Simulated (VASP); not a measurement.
# SnS2 (Berndtite-2T) (P-3m1) in VASP: a series of runs

Aim: see how the results for SnS2 (Berndtite-2T) move with the level of theory and the settings. Levels: PBE+D3(BJ), PBE. Tasks: relaxation of cell and atoms.

Program: VASP 6.6.1. These are calculated values, not measurements. Logs are shortened: lines on timing, memory, paths and dates and some standing lists are left out, and cuts for length are marked.

## (1) The crystal as given

It takes space group P-3m1 (No. 164, trigonal). Conventional cell: a = 3.667 Å, b = 3.667 Å, c = 5.813 Å, α = 90.00°, β = 90.00°, γ = 120.00°. Sn (site symmetry -3m) is surrounded by 6 S at 2.58 Å. S (site symmetry 3m) is surrounded by 3 Sn at 2.58 Å.

## (2) Relaxation of cell and atoms, PBE+D3(BJ)

File INCAR:

```
PREC = Accurate
ENCUT = 600
EDIFF = 1E-7
ISMEAR = 0
SIGMA = 0.03
LREAL = False
LASPH = True
NELM = 80
ALGO = Normal
ISIF = 3
LWAVE = False
LCHARG = False
GGA = PE
IVDW = 12
IBRION = 2
NSW = 90
EDIFFG = -0.005
KPAR = 2
```

File KPOINTS:

```
Automatic mesh
0
Gamma
  9 9 5
```

File POSCAR:

```
SnS2                                    
1.0
    3.6672149339      0.0000000000      0.0000000000
   -1.8336074669      3.1759012939      0.0000000000
    0.0000000000     -0.0000000000      5.8130286588
  Sn              S             
     1     2
Direct
     0.0000000000000000    0.0000000000000000    0.0000000000000000
     0.3333333332999970    0.6666666667000030    0.2543667567504676
     0.6666666667000030    0.3333333332999970    0.7456332432495327
```

Potentials or basis: VASP PAW PBE potentials, release 64 (Sn_d, S).

Started as:

```
cat potpaw_PBE.64/Sn_d/POTCAR potpaw_PBE.64/S/POTCAR > POTCAR
mpirun -np 2 vasp_std > vasp.out
```

OUTCAR:

```text
PREC = Accurate
   ENCUT = 600
   EDIFF = 1E-7
   ISMEAR = 0
   LREAL = False
   LASPH = True
   NELM = 80
   ISIF = 3
   GGA = PE
   IVDW = 12
   IBRION = 2
   NSW = 90
   EDIFFG = -0.005
 IVDW          = 12

 ion  position               nearest neighbor table
   1  0.000  0.000  0.000-   2 2.58   3 2.58   2 2.58   3 2.58   3 2.58   2 2.58
   2  0.333  0.667  0.254-   1 2.58   1 2.58   1 2.58
   3  0.667  0.333  0.746-   1 2.58   1 2.58   1 2.58

  LATTYP: Found a hexagonal cell.
 ALAT       =     3.6672149339
 C/A-ratio  =     1.5851344313

  Lattice vectors:

 A1 = (   3.6672149339,   0.0000000000,   0.0000000000)
 A2 = (  -1.8336074669,   3.1759012939,   0.0000000000)
 A3 = (   0.0000000000,   0.0000000000,   5.8130286588)

Analysis of symmetry for initial positions (statically):
=====================================================================
 Subroutine PRICEL returns:
 Original cell was already a primitive cell.

 Routine SETGRP: Setting up the symmetry group for a
 hexagonal supercell.

 Subroutine GETGRP returns: Found 12 space group operations
 (whereof 12 operations were pure point group operations)
 out of a pool of 24 trial point group operations.

The static configuration has the point symmetry D_3d.

Analysis of symmetry for dynamics (positions and initial velocities):
=====================================================================
 Subroutine PRICEL returns:
 Original cell was already a primitive cell.

 Routine SETGRP: Setting up the symmetry group for a
 hexagonal supercell.

 Subroutine GETGRP returns: Found 12 space group operations
 (whereof 12 operations were pure point group operations)
 out of a pool of 24 trial point group operations.

The dynamic configuration has the point symmetry D_3d.

 Subroutine INISYM returns: Found 12 space group operations
 (whereof 12 operations are pure point group operations),
 and found     1 'primitive' translations

----------------------------------------------------------------------------------------

                                     Primitive cell

  volume of cell :      67.7027

  direct lattice vectors                    reciprocal lattice vectors
     3.667214934  0.000000000  0.000000000     0.272686499  0.157435623  0.000000000
    -1.833607467  3.175901294  0.000000000     0.000000000  0.314871247  0.000000000
     0.000000000  0.000000000  5.813028659     0.000000000  0.000000000  0.172027365

  length of vectors
     3.667214934  3.667214934  5.813028659     0.314871247  0.314871247  0.172027365

  position of ions in fractional coordinates (direct lattice)
     0.000000000  0.000000000  0.000000000
     0.333333333  0.666666667  0.254366757
     0.666666667  0.333333333  0.745633243

  ion indices of the primitive-cell ions
   primitive index   ion index
                 1           1
                 2           2
                 3           3

----------------------------------------------------------------------------------------

 KPOINTS: Automatic mesh

Automatic generation of k-mesh.
 Grid dimensions read from file:
 generate k-points for:    9    9    5

 Generating k-lattice:

  Cartesian coordinates                     Fractional coordinates (reciprocal lattice)
     0.030298500  0.017492847  0.000000000     0.111111111 -0.000000000  0.000000000
     0.000000000  0.034985694  0.000000000     0.000000000  0.111111111  0.000000000
     0.000000000  0.000000000  0.034405473     0.000000000  0.000000000  0.200000000

  Length of vectors
     0.034985694  0.034985694  0.034405473

  Shift w.r.t. Gamma in fractional coordinates (k-lattice)
     0.000000000  0.000000000  0.000000000

 Subroutine IBZKPT returns following result:
 ===========================================

 Found     50 irreducible k-points:

 Following reciprocal coordinates:
            Coordinates               Weight
  0.000000  0.000000  0.000000      1.000000
  0.111111  0.000000  0.000000      6.000000
  0.222222  0.000000  0.000000      6.000000
  0.333333 -0.000000  0.000000      6.000000
  0.444444  0.000000  0.000000      6.000000
  0.111111  0.111111  0.000000      6.000000
[... 16 lines left out ...]
  0.222222  0.111111  0.200000     12.000000
 -0.111111  0.333333  0.200000     12.000000
 [... further k-points ...]
   k-points           NKPTS =     50   k-points in BZ     NKDIM =     50   number of bands    NBANDS=     17
   number of dos      NEDOS =    301   number of ions     NIONS =      3
   total plane-waves  NPLWV =  43200
   dimension x,y,z NGX =    30 NGY =   30 NGZ =   48
   dimension x,y,z NGXF=    60 NGYF=   60 NGZF=   96
   ions per type =               1   2
   NGX,Y,Z   is equivalent  to a cutoff of  13.60, 13.60, 13.73 a.u.
   NGXF,Y,Z  is equivalent  to a cutoff of  27.20, 27.20, 27.45 a.u.
 SYSTEM =  unknown system
   PREC   = accura    normal or accurate (medium, high low for compatibility)
   ISTART =      0    job   : 0-new  1-cont  2-samecut
[... 61 lines left out ...]

 Edisp (eV)   -0.98441

 E8    (eV) :    -0.4023

  FORCE on cell =-STRESS in cart. coord.  units (eV):
  Direction    XX          YY          ZZ          XY          YZ          ZX
  --------------------------------------------------------------------------------------
  -------------------------------------------------------------------------------------
  Total      -0.00213    -0.00213    -0.02126    -0.00000     0.00000    -0.00000
  in kB      -0.05037    -0.05037    -0.50314    -0.00000     0.00000    -0.00000
  external pressure =       -0.20 kB  Pullay stress =        0.00 kB

 VOLUME and BASIS-vectors are now :
 -----------------------------------------------------------------------------
  energy-cutoff  :      600.00
  volume of cell :       67.70
      direct lattice vectors                 reciprocal lattice vectors
     3.667214934  0.000000000  0.000000000     0.272686499  0.157435623  0.000000000
    -1.833607467  3.175901294  0.000000000     0.000000000  0.314871247  0.000000000
     0.000000000  0.000000000  5.813028659     0.000000000  0.000000000  0.172027365

 POSITION                                       TOTAL-FORCE (eV/Angst)
 -----------------------------------------------------------------------------------
      0.00000      0.00000      0.00000         0.000000      0.000000      0.000000
     -0.00000      2.11727      1.47864         0.000000      0.000000     -0.001722
      1.83361      1.05863      4.33439        -0.000000     -0.000000      0.001722
 -----------------------------------------------------------------------------------
    total drift:                                0.000000      0.000000      0.000000

  FREE ENERGIE OF THE ION-ELECTRON SYSTEM (eV)
  ---------------------------------------------------
  free  energy   TOTEN  =       -14.1386434671 eV

  energy  without entropy=      -14.1386434671  energy(sigma->0) =      -14.13864347

--------------------------------------- Ionic step        2  -------------------------------------------

 number of electron      25.9999999 magnetization

 Free energy of the ion-electron system (eV)
  ---------------------------------------------------
  ext. energy  EPLUGINS =         0.00000000
  ---------------------------------------------------
  free energy    TOTEN  =       -13.15380790 eV

  energy without entropy =      -13.15380790  energy(sigma->0) =      -13.15380790

 E-fermi :   5.0381     XC(G=0):  -9.6612

 val. band max:        4.8282321870   @ k =   0.0000   0.0000   0.0000
 cond. band min:       6.1346502562   @ k =   0.0000   0.4444   0.4000
 fundamental gap:      1.3064180692
 Fermi energy:         5.0380981915

 k-point     1 :       0.0000    0.0000    0.0000
  band No.  band energies     occupation
      1     -16.1899      2.00000
      2     -16.1899      2.00000
      3     -16.1507      2.00000
      4     -16.1244      2.00000
      5     -16.1244      2.00000
      6      -8.9784      2.00000
[... 9 lines left out ...]
     16      10.1609      0.00000
     17      10.1609      0.00000

 k-point     2 :       0.1111    0.0000    0.0000
  band No.  band energies     occupation
      1     -16.1971      2.00000
      2     -16.1829      2.00000
      3     -16.1454      2.00000
      4     -16.1290      2.00000
      5     -16.1239      2.00000
      6      -8.8428      2.00000
[... 9 lines left out ...]
     16       9.8948      0.00000
     17      10.3947      0.00000
[... 421 lines left out ...]
 k-point    24 :      -0.1111    0.3333    0.2000
  band No.  band energies     occupation
      1     -16.2286      2.00000
      2     -16.1691      2.00000
      3     -16.1450      2.00000
      4     -16.1253      2.00000
      5     -16.1062      2.00000
      6      -8.0207      2.00000
[... 9 lines left out ...]
     16      10.6363      0.00000
     17      11.7413      0.00000

 [... further k-points ...]

------------------------ aborting loop because EDIFF is reached ----------------------------------------

 Edisp (eV)   -0.98484

 E8    (eV) :    -0.4024

  FORCE on cell =-STRESS in cart. coord.  units (eV):
  Direction    XX          YY          ZZ          XY          YZ          ZX
  --------------------------------------------------------------------------------------
  -------------------------------------------------------------------------------------
  Total       0.01097     0.01097     0.00237     0.00000     0.00000    -0.00000
  in kB       0.25969     0.25969     0.05610     0.00000     0.00000    -0.00000
  external pressure =        0.19 kB  Pullay stress =        0.00 kB

 VOLUME and BASIS-vectors are now :
 -----------------------------------------------------------------------------
  energy-cutoff  :      600.00
  volume of cell :       67.67
      direct lattice vectors                 reciprocal lattice vectors
     3.667089417 -0.000000000 -0.000000000     0.272695832  0.157441012 -0.000000000
    -1.833544708  3.175792593 -0.000000000     0.000000000  0.314882024 -0.000000000
    -0.000000000  0.000000000  5.811041211     0.000000000  0.000000000  0.172086200

 POSITION                                       TOTAL-FORCE (eV/Angst)
 -----------------------------------------------------------------------------------
      0.00000     -0.00000     -0.00000         0.000000     -0.000000      0.000000
     -0.00000      2.11720      1.47805        -0.000000      0.000000      0.004663
      1.83354      1.05860      4.33299         0.000000     -0.000000     -0.004663
 -----------------------------------------------------------------------------------
    total drift:                                0.000000     -0.000000      0.000000

  FREE ENERGIE OF THE ION-ELECTRON SYSTEM (eV)
  ---------------------------------------------------
  free  energy   TOTEN  =       -14.1386467177 eV

  energy  without entropy=      -14.1386467177  energy(sigma->0) =      -14.13864672

 reached required accuracy - stopping structural energy minimisation
```

Wall time 40 s (2 MPI ranks of AMD EPYC 7R13 (Zen 3), shared host); peak memory 0.22 GiB.

What came out:

| Item | Value |
| --- | --- |
| Free energy | -14.1386 eV |
| Relaxed volume | 22.56 Å³/atom |
| Relaxed cell | a = 3.667 Å, b = 3.667 Å, c = 5.811 Å, α = 90.00°, β = 90.00°, γ = 120.00° |
| Space group after relaxing (to 0.05 Å) | P-3m1 (No. 164) |
| Energy gained by relaxing | 0.0 meV/atom |
| Ionic steps | 2 |
| Pressure after relaxing | 0.0 GPa |
| Largest force after relaxing | 0.005 eV/Å |
| Band gap on the k mesh | 1.31 eV, indirect (least direct gap 1.75 eV) |
| Dispersion energy per atom | -0.328 eV |

Forces on the atoms (eV/Å):
```
Sn   0.000  0.000  0.000
S    0.000  0.000  0.005
S    0.000  0.000 -0.005
```

Final structure:
```cif
data_structure
_symmetry_space_group_name_H-M 'P 1'
_symmetry_Int_Tables_number 1
_cell_length_a 3.6671
_cell_length_b 3.6671
_cell_length_c 5.8110
_cell_angle_alpha 90.000
_cell_angle_beta 90.000
_cell_angle_gamma 120.000
_cell_volume 67.67
loop_
_atom_site_label
_atom_site_type_symbol
_atom_site_fract_x
_atom_site_fract_y
_atom_site_fract_z
_atom_site_occupancy
Sn1 Sn 0.00000 0.00000 0.00000 1
S1 S 0.33333 0.66667 0.25435 1
S2 S 0.66667 0.33333 0.74565 1
```

Caveat: spin-orbit coupling is left out, which moves the levels of the heavy elements; an odd mesh through Γ misses points on the zone boundary, where band edges often lie.

## (3) Relaxation of cell and atoms, PBE, target pressure 3 GPa, at which the enthalpy is minimised

This run uses another cell than the first one, of 22.43 Å³/atom, 0.994 times its volume.

File INCAR:

```
SYSTEM = SnS2
  ALGO = Normal
  EDIFF = 1E-6
  EDIFFG = -0.01
  ENCUT = 600
  GGA = PE
  IBRION = 2
  ISIF = 3
  ISMEAR = 0
  LASPH = .TRUE.
  LCHARG = .FALSE.
  LREAL = .FALSE.
  LWAVE = .FALSE.
  NELM = 80
  NSW = 90
  PREC = Accurate
  PSTRESS = 30.0
  SIGMA = 0.03
```

File KPOINTS:

```
k-points
0
G
  9 9 5
  0 0 0
```

File POSCAR:

```
SnS2
1.0
    3.6390000000      0.0000000000      0.0000000000
   -1.8195000000      3.1514664444      0.0000000000
    0.0000000000      0.0000000000      5.8680000000
Sn S
1 2
Direct
    0.0000000000      0.0000000000      0.0000000000
    0.3333333333      0.6666666667      0.2500000000
    0.6666666667      0.3333333333      0.7500000000
```

Potentials or basis: VASP PAW PBE potentials, release 64 (Sn_d, S).

Started as:

```
cat potpaw_PBE.64/Sn_d/POTCAR potpaw_PBE.64/S/POTCAR > POTCAR
mpirun -np 1 vasp_std > vasp.out
```

Run time: 3.5 min. Hardware: 1 thread of Intel Xeon 6975P-C (Granite Rapids), shared host; peak memory 0.25 GiB.

The run converged. Its results:

| Quantity | Value |
| --- | --- |
| Free energy | -13.1385 eV |
| Relaxed volume | 22.26 Å³/atom |
| Relaxed cell | a = 3.662 Å, b = 3.662 Å, c = 5.751 Å, α = 90.00°, β = 90.00°, γ = 120.00° |
| Space group after relaxing (to 0.05 Å) | P-3m1 (No. 164) |
| Energy change on relaxing (the enthalpy is what falls) | +0.3 meV/atom |
| Ionic steps | 9 |
| Pressure after relaxing | 3.0 GPa |
| Largest force after relaxing | 0.003 eV/Å |
| Band gap on the k mesh | 1.26 eV, indirect (least direct gap 1.72 eV) |

Forces on the atoms (eV/Å):
```
Sn   0.000  0.000  0.000
S    0.000  0.000  0.003
S    0.000  0.000 -0.003
```

Stress tensor (GPa, compression positive):
```
2.97 0.00 0.00
0.00 2.97 0.00
0.00 0.00 3.05
```

The path:
```csv
step,energy change (eV),largest force (eV/Å),pressure (GPa),volume (Å³)
1,0.0000,0.2414,4.20,67.30
2,-0.0311,0.1062,1.60,68.94
3,-0.0201,0.0606,2.84,68.12
4,-0.0183,0.0561,2.87,67.99
5,-0.0127,0.0449,2.90,67.60
6,0.0007,0.0215,3.03,66.80
7,0.0016,0.0194,3.07,66.75
8,-0.0012,0.0571,2.64,66.92
9,0.0009,0.0033,3.00,66.79
```

Final structure:
```yaml
crystal:
  lattice:
    - [3.66210, 0.00000, 0.00000]
    - [-1.83105, 3.17147, 0.00000]
    - [0.00000, 0.00000, 5.75059]
  atoms:
    - { symbol: Sn, position: [0.00000, 0.00000, 0.00000] }
    - { symbol: S, position: [0.33333, 0.66667, 0.25680] }
    - { symbol: S, position: [0.66667, 0.33333, 0.74320] }
```

Levels at points of the mesh, in eV from the valence-band top:
| k point | band 10 | band 11 | band 12 | band 13 | band 14 | band 15 | band 16 | band 17 |
| --- | --- | --- | --- | --- | --- | --- | --- | --- |
| (0.00, 0.00, 0.00) | -0.77 | -0.55 | -0.55 | 0.00 | 1.72 | 3.48 | 5.30 | 5.30 |

Caveat: the cell is relaxed towards a set pressure, so the enthalpy falls and the energy may rise; spin-orbit coupling is left out, which moves the levels of the heavy elements; an odd mesh through Γ misses points on the zone boundary, where band edges often lie; this functional lacks dispersion, which binds the layers, so the pressure and a relaxed spacing across them are unreliable.

## (4) Relaxation of cell and atoms, PBE, target pressure 3 GPa, at which the enthalpy is minimised

This run uses another cell than the first one, of 22.26 Å³/atom, 0.986 times its volume.

Changes to INCAR since step 3:

```diff
@@ -2,4 +2,4 @@
   ALGO = Normal
-  EDIFF = 1E-6
-  EDIFFG = -0.01
+  EDIFF = 1E-7
+  EDIFFG = -0.005
   ENCUT = 600
```

KPOINTS is that of step 3.

File POSCAR:

```
SnS2                                    
1.0
    3.6620971345      0.0000000000      0.0000000000
   -1.8310485673      3.1714691497      0.0000000000
    0.0000000000      0.0000000000      5.7505871481
  Sn              S             
     1     2
Direct
     0.0000000000000000    0.0000000000000000    0.0000000000000000
     0.3333333332999970    0.6666666667000030    0.2567957574892464
     0.6666666667000030    0.3333333332999970    0.7432042425107538
```

Started as:

```
cat potpaw_PBE.64/Sn_d/POTCAR potpaw_PBE.64/S/POTCAR > POTCAR
mpirun -np 1 vasp_std > vasp.out
```

Wall time 89 s (1 thread of Intel Xeon 6975P-C (Granite Rapids), shared host); peak memory 0.24 GiB.

The run converged. Its results:

```
Free energy                                            : -13.1378 eV
Relaxed volume                                         : 22.25 Å³/atom
Relaxed cell                                           : a = 3.660 Å, b = 3.660 Å, c = 5.753 Å, α = 90.00°, β = 90.00°, γ = 120.00°
Space group after relaxing (to 0.05 Å)                 : P-3m1 (No. 164)
Energy change on relaxing (the enthalpy is what falls) : +0.2 meV/atom
Ionic steps                                            : 4
Pressure after relaxing                                : 3.0 GPa
Band gap on the k mesh                                 : 1.27 eV, indirect (least direct gap 1.73 eV)
```

Step by step:
| step | energy change (eV) | largest force (eV/Å) | pressure (GPa) | volume (Å³) |
| --- | --- | --- | --- | --- |
| 1 | 0.0000 | 0.0028 | 2.96 | 66.79 |
| 2 | 0.0010 | 0.0057 | 3.03 | 66.73 |
| 3 | 0.0009 | 0.0054 | 3.02 | 66.74 |
| 4 | 0.0007 | 0.0020 | 3.00 | 66.75 |

Final structure:
```yaml
crystal:
  lattice:
    - [3.66018, 0.00000, 0.00000]
    - [-1.83009, 3.16981, 0.00000]
    - [0.00000, 0.00000, 5.75328]
  atoms:
    - { symbol: Sn, position: [0.00000, 0.00000, 0.00000] }
    - { symbol: S, position: [0.33333, 0.66667, 0.25687] }
    - { symbol: S, position: [0.66667, 0.33333, 0.74313] }
```

Levels at points of the mesh, in eV from the valence-band top:
```tsv
k point	band 10	band 11	band 12	band 13	band 14	band 15	band 16	band 17
(0.00, 0.00, 0.00)	-0.76	-0.54	-0.54	0.00	1.73	3.50	5.31	5.31
```

Caveat: the cell is relaxed towards a set pressure, so the enthalpy falls and the energy may rise; spin-orbit coupling is left out, which moves the levels of the heavy elements; an odd mesh through Γ misses points on the zone boundary, where band edges often lie.
